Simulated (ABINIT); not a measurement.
Crystal: Ag.

```
CELL_PARAMETERS angstrom
0.00000 2.04275 2.04275
2.04275 0.00000 2.04275
2.04275 2.04275 0.00000
ATOMIC_POSITIONS crystal
Ag 0.00000 0.00000 0.00000
```

Base run:

| Quantity | Value |
| --- | --- |
| Program | ABINIT 10.8.3 (patched build) |
| Functional | revPBE |
| Potentials or basis | JTH PAW PBE v2.0 |
| Cutoff | 544 eV |
| k mesh | 11 × 11 × 11 |
| Occupations | fermi-dirac, width 0.05 eV |
| Spin | no spin polarisation |

Its results: band gap on the k mesh none (metal or under the smearing width); pressure 7.5 GPa.

Question: The run is repeated on the same cell with these changes: functional from revPBE to PBEsol. What comes out?

Answer: Band gap on the k mesh none (metal or under the smearing width); pressure -2.8 GPa.

PBEsol binds more tightly than revPBE, so the same cell stands under less pressure.

Caveats: the PAW data sets were made with another functional, which shifts forces and pressure a little.
